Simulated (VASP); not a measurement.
# Ag (R-3m) in VASP: single point with r2SCAN

Aim: the single point of Ag with r2SCAN.

Everything below comes from runs of VASP 6.6.1. Logs are shortened: lines on timing, memory, paths and dates and some standing lists are left out, and cuts for length are marked.

## (1) The crystal as given

Symmetry: R-3m, No. 166, trigonal system. Conventional cell: a = 3.165 Å, b = 3.165 Å, c = 6.130 Å, α = 90.00°, β = 90.00°, γ = 120.00°. Around Ag (site symmetry -3m) lie 6 Ag at 2.74 Å.

The cell was built by a generator and needn't be a form met in nature.

## (2) Single point, r2SCAN

Contents of POSCAR:

```
Ag
1.0
    1.5822930000      0.9135410000      2.0432610000
   -1.5822930000      0.9135410000      2.0432610000
    0.0000000000     -1.8270720000      2.0432610000
Ag
1
Direct
    0.0000000000      0.0000000000      0.0000000000
```

Contents of INCAR.step1:

```
ALGO     = Normal         # electronic algorithm
EDIFF    = 1E-4           # SCF threshold, eV
ENCUT    = 520            # plane-wave cutoff, eV
GGA      = PE             # functional
ISMEAR   = -5             # smearing method
LASPH    = T              # aspherical terms in the spheres
LCHARG   = F              # write CHGCAR
LMAXMIX  = 4              # l up to which the mixer works
LREAL    = F              # projectors in reciprocal space
LWAVE    = T              # write WAVECAR
NBANDS   = 12             # bands
NELM     = 100            # most SCF steps
PREC     = Accurate       # precision mode
SIGMA    = 0.2802         # smearing width, eV
```

Contents of INCAR.step2:

```
ALGO     = Normal         # electronic algorithm
EDIFF    = 1E-6           # SCF threshold, eV
ENCUT    = 520            # plane-wave cutoff, eV
ISIF     = 2              # what is computed and relaxed
ISMEAR   = 1              # smearing method
ISTART   = 1            
LASPH    = T              # aspherical terms in the spheres
LCHARG   = F              # write CHGCAR
LMAXMIX  = 4              # l up to which the mixer works
LMIXTAU  = T            
LORBIT   = 10             # projections on sites
LREAL    = F              # projectors in reciprocal space
LWAVE    = F              # write WAVECAR
METAGGA  = R2SCAN         # meta-GGA
NBANDS   = 12             # bands
NELM     = 100            # most SCF steps
PREC     = Accurate       # precision mode
SIGMA    = 0.2802         # smearing width, eV
```

Contents of KPOINTS:

```
k-points
0
Gamma
  13 13 13
```

Potentials or basis: VASP PAW PBE potentials, release 64 (Ag).

On the command line:

```
$ cat potpaw_PBE.64/Ag/POTCAR > POTCAR
$ cp INCAR.step1 INCAR
$ mpirun -np 1 vasp_std > vasp.out
$ cp INCAR.step2 INCAR
$ mpirun -np 1 vasp_std > vasp.out
```

OUTCAR:

```text
EDIFF = 1E-6
   ENCUT = 520
   ISIF = 2
   ISMEAR = 1
   ISTART = 1
   LASPH = T
   LORBIT = 10
   LREAL = F
   METAGGA = R2SCAN
   NELM = 100
   PREC = Accurate

 ion  position               nearest neighbor table
   1  0.000  0.000  0.000-

  LATTYP: Found a trigonal (rhomboedric) cell.
 ALAT       =     2.7410048536
 COS(alpha) =     0.3335247891

  Lattice vectors:

 A1 = (   1.5822930000,   0.9135410000,   2.0432610000)
 A2 = (  -1.5822930000,   0.9135410000,   2.0432610000)
 A3 = (   0.0000000000,  -1.8270720000,   2.0432610000)

Analysis of symmetry for initial positions (statically):
=====================================================================
 Subroutine PRICEL returns:
 Original cell was already a primitive cell.

 Routine SETGRP: Setting up the symmetry group for a
 trigonal (rhombohedral) supercell.

 Subroutine GETGRP returns: Found 12 space group operations
 (whereof 12 operations were pure point group operations)
 out of a pool of 12 trial point group operations.

The static configuration has the point symmetry D_3d.

Analysis of symmetry for dynamics (positions and initial velocities):
=====================================================================
 Subroutine PRICEL returns:
 Original cell was already a primitive cell.

 Routine SETGRP: Setting up the symmetry group for a
 trigonal (rhombohedral) supercell.

 Subroutine GETGRP returns: Found 12 space group operations
 (whereof 12 operations were pure point group operations)
 out of a pool of 12 trial point group operations.

The dynamic configuration has the point symmetry D_3d.

 Subroutine INISYM returns: Found 12 space group operations
 (whereof 12 operations are pure point group operations),
 and found     1 'primitive' translations

----------------------------------------------------------------------------------------

                                     Primitive cell

  volume of cell :      17.7210

  direct lattice vectors                    reciprocal lattice vectors
     1.582293000  0.913541000  2.043261000     0.315997100  0.182440936  0.163137614
    -1.582293000  0.913541000  2.043261000    -0.315997100  0.182440936  0.163137614
     0.000000000 -1.827072000  2.043261000     0.000000000 -0.364881871  0.163138507

  length of vectors
     2.741007809  2.741007809  2.741004854     0.399690810  0.399690810  0.399691071

  position of ions in fractional coordinates (direct lattice)
     0.000000000  0.000000000  0.000000000

  ion indices of the primitive-cell ions
   primitive index   ion index
[... 80 lines left out ...]
   ISYM   =      2    0-nonsym 1-usesym 2-fastsym
   POTIM  = 0.5000    time-step for ionic-motion
   TEBEG  =    0.0;   TEEND  =   0.0 temperature during run
   PSTRESS=    0.0 pullay stress
   NELECT =      11.0000    total number of electrons
   NUPDOWN=      -1.0000    fix difference up-down
   EMIN   =  10.00;   EMAX   =-10.00  energy-range for DOS
   EFERMI =   0.00;   METHOD = LEGACY
   ISMEAR =     1;   SIGMA  =   0.28  broadening in eV -4-tet -1-fermi 0-gaus
   EFERMI_NEDOS =   21; number of points for ismear=-14 and -15
   IALGO  =     38    algorithm
   IMIX   =      4    mixing-type and parameters
     AMIX     =   0.40;   BMIX     =  1.00
     AMIX_MAG =   1.60;   BMIX_MAG =  1.00
  volume/ion in A,a.u.               =      17.72       119.59
  Fermi-wavevector in a.u.,A,eV,Ry     =   1.396506  2.639014 26.534489  1.950230
  Thomas-Fermi vector in A             =   2.519854
   LORBIT       =     10    0 simple, 1 ext, 2 COOP (PROOUT), +10 PAW based schemes
   METAGGA = R2SCAN    functional components
   LHFCALC =     F    Hartree Fock is set to
   AEXX    =    0.0000 exact exchange contribution
   IVDW    =     0    specifies the selected vdW correction
   LEPSILON=     F    determine dielectric tensor
   LRPA    =     F    only Hartree local field effects (RPA)
 non-spin polarized calculation
 Methfessel and Paxton  Order N= 1 SIGMA  =   0.28
  energy-cutoff  :      520.00
  volume of cell :       17.72
 maximum number of plane-waves:       491
   NGX = 11   NGY = 11   NGZ = 11

 number of electron      11.0000001 magnetization

 Free energy of the ion-electron system (eV)
  ---------------------------------------------------
  ext. energy  EPLUGINS =         0.00000000
  ---------------------------------------------------
  free energy    TOTEN  =       -21.23138887 eV

  energy without entropy =      -21.23253689  energy(sigma->0) =      -21.23177154

 E-fermi :   7.8750     XC(G=0): -12.6646

 val. band max:        7.8527863530   @ k =   0.4615   0.2308   0.0000
 cond. band min:       7.8862196137   @ k =  -0.3077   0.2308   0.1538
 fundamental gap:      0.0334332607
 Fermi energy:         7.8750023143

 k-point     1 :       0.0000    0.0000    0.0000
  band No.  band energies     occupation
      1       0.2585      2.00000
      2       2.0704      2.00000
      3       2.0704      2.00000
      4       3.8801      2.00000
      5       4.1564      2.00000
      6       4.1564      2.00000
      7      23.6447      0.00000
      8      25.6868      0.00000
      9      25.6868      0.00000
     10      31.4784      0.00000
     11      31.4784      0.00000
     12      31.7342      0.00000
[... 331 lines left out ...]
 k-point    24 :       0.4615    0.1538    0.0000
  band No.  band energies     occupation
      1       1.6263      2.00000
      2       2.2987      2.00000
      3       3.2611      2.00000
      4       3.9158      2.00000
      5       4.4818      2.00000
      6       7.4490      2.05349
      7      12.2447     -0.00000
      8      22.6550      0.00000
      9      24.7308      0.00000
     10      28.5496      0.00000
     11      31.7353      0.00000
     12      33.1024      0.00000

 [... further k-points ...]
[... 5 lines left out ...]
  --------------------------------------------------------------------------------------
  -------------------------------------------------------------------------------------
  Total       -0.1562880     -0.1562882      1.1462322      0.0000000      0.0000019      0.0000000
  in kB      -14.1301852    -14.1301968    103.6321993      0.0000000      0.0001691      0.0000000
  external PRESSURE =      25.1239391 kB  Pullay stress =       0.0000000 kB

 VOLUME and BASIS-vectors are now :
 -----------------------------------------------------------------------------
  energy-cutoff  :      520.00
  volume of cell :       17.72
      direct lattice vectors                 reciprocal lattice vectors
     1.582293000  0.913541000  2.043261000     0.315997100  0.182440936  0.163137614
    -1.582293000  0.913541000  2.043261000    -0.315997100  0.182440936  0.163137614
     0.000000000 -1.827072000  2.043261000     0.000000000 -0.364881871  0.163138507

 POSITION                                       TOTAL-FORCE (eV/Angst)
 -----------------------------------------------------------------------------------
      0.00000      0.00000      0.00000        -0.000000      0.000000      0.000000
 -----------------------------------------------------------------------------------
    total drift:                               -0.000000      0.000000     -0.000000

  FREE ENERGIE OF THE ION-ELECTRON SYSTEM (eV)
  ---------------------------------------------------
  free  energy   TOTEN  =       -21.2313888681 eV

  energy  without entropy=      -21.2325368905  energy(sigma->0) =      -21.23177154

 total charge

# of ion       s       p       d       tot
------------------------------------------
    1        0.455   0.285   9.189   9.929
```

OSZICAR.step1:

```text
N       E                     dE             d eps       ncg     rms          rms(c)
DAV:   1     0.518853250709E+02    0.51885E+02   -0.54354E+03  5592   0.821E+02
DAV:   2    -0.205640333394E+01   -0.53942E+02   -0.51327E+02  6392   0.192E+02
DAV:   3    -0.282421445825E+01   -0.76781E+00   -0.76752E+00  6552   0.246E+01
DAV:   4    -0.282668834278E+01   -0.24739E-02   -0.24737E-02  6332   0.144E+00
DAV:   5    -0.282670946971E+01   -0.21127E-04   -0.21124E-04  6428   0.119E-01    0.503E+00
DAV:   6    -0.259582871176E+01    0.23088E+00   -0.91033E-01  6216   0.851E+00    0.330E+00
DAV:   7    -0.258785284970E+01    0.79759E-02   -0.93944E-03  6400   0.910E-01    0.186E+00
DAV:   8    -0.258494484694E+01    0.29080E-02   -0.79558E-04  6424   0.212E-01    0.818E-02
DAV:   9    -0.258495127922E+01   -0.64323E-05   -0.86608E-06  3472   0.253E-02
   1 F= -.25849513E+01 E0= -.25849513E+01  d E =0.000000E+00
```

It took 91 s on 1 thread of AMD EPYC 7R13 (Zen 3), shared host; peak memory 0.13 GiB.

What came out:

```yaml
Free_energy: -21.2314 eV
Pressure: 2.5 GPa
Band_gap_on_the_k_mesh: none (metal or under the smearing width)
Valence_electrons_inside_the_program's_atomic_spheres: Ag 9.93
```

Stress tensor (GPa, compression positive):
```
-1.41  0.00  0.00
 0.00 -1.41  0.00
 0.00  0.00 10.36
```

Caveat: the PAW data sets were made with another functional, which shifts forces and pressure a little.
